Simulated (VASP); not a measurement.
Wanted: the native input for a VASP 6.6.1 run.

```yaml
Task: relaxation of cell and atoms
Functional: PBEsol
Potentials_or_basis: VASP PAW PBE potentials, release 64 (Cd, Te)
Cutoff: 600 eV
k_mesh: 10 × 10 × 10
Occupations: gaussian, width 0.02 eV
Spin: no spin polarisation
Further_INCAR_settings: ALGO = Normal; EDIFF = 1e-06; IBRION = 2; EDIFFG = -0.005; NSW = 60; ISIF = 3
```

The structure of CdTe lies in POSCAR:

```
CdTe
1.0
    0.0000000000      3.2500000000      3.2500000000
    3.2500000000      0.0000000000      3.2500000000
    3.2500000000      3.2500000000      0.0000000000
Cd Te
1 1
Direct
    0.0000000000      0.0000000000      0.0000000000
    0.2500000000      0.2500000000      0.2500000000
```

The cell was built by a generator and needn't be a form met in nature.

The input as run:

INCAR

```
  ALGO = Normal
  EDIFF = 1E-6
  EDIFFG = -0.005
  ENCUT = 600
  GGA = PS
  IBRION = 2
  ISIF = 3
  ISMEAR = 0
  LASPH = T
  LCHARG = F
  LREAL = F
  LWAVE = F
  NELM = 120
  NSW = 60
  PREC = Accurate
  SIGMA = 0.02
```

KPOINTS

```
k-points
0
Gamma
  10 10 10
```

Potentials or basis: VASP PAW PBE potentials, release 64 (Cd, Te).

Run with:

```sh
$ cat potpaw_PBE.64/Cd/POTCAR potpaw_PBE.64/Te/POTCAR > POTCAR
$ mpirun -np 1 vasp_std > vasp.out
```

It gave:

The relaxed volume is 34.24 Å³/atom and the relaxed cell is a = 4.592 Å, b = 4.592 Å, c = 4.592 Å, α = 60.00°, β = 60.00°, γ = 60.00°. The space group after relaxing (to 0.05 Å) is F-43m (No. 216), the energy gained by relaxing is 0.0 meV/atom and the ionic steps are 2. The pressure after relaxing is 0.0 GPa and the band gap on the k mesh is 0.64 eV, direct.

Caveat: the PAW data sets were made with another functional, which shifts forces and pressure a little; spin-orbit coupling is left out, which moves the levels of the heavy elements.

Wall time 49 s on 1 thread of Intel(R) Xeon(R) 6975P-C (Granite Rapids), with other jobs on the host, peak memory 0.27 GiB.
